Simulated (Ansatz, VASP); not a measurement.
**One calculation of TiB2, two programs**

```xyz
3
Lattice="2.9883 0.0000 0.0000 -1.4941 2.5879 0.0000 0.0000 0.0000 3.1848" Properties=species:S:1:pos:R:3 pbc="T T T"
Ti    0.0000    0.0000    0.0000
B     1.4941    0.8626    1.5924
B     0.0000    1.7253    1.5924
```

Change from the starting cell: volume scaled by 0.96.

Alike in both runs: task single point; functional PBEsol; k mesh 10 × 10 × 8; occupations fermi-dirac, width 0.05 eV; no spin polarisation.

|  | VASP | Ansatz |
| --- | --- | --- |
| version | VASP 6.6.1 | Ansatz 0.2.0 |
| potentials or method | VASP PAW PBE potentials, release 64 (Ti_sv, B), cutoff 520 eV | all-electron LAPW, scalar-relativistic |

```tsv
	VASP	Ansatz	Ansatz less VASP
gap on the k mesh at the Fermi level (eV)	none	none	-
pressure (GPa)	6.3	5.8	-0.50
largest component of the traceless stress (GPa)	3.17	3.04	-0.129
```

A gap of «none» marks a metal or a gap that the smearing closes. Ansatz ran all-electron here, so the differences hold the error of VASP's frozen core and of both bases.

Caveats: the PAW data sets were made with another functional, which shifts forces and pressure a little (VASP).
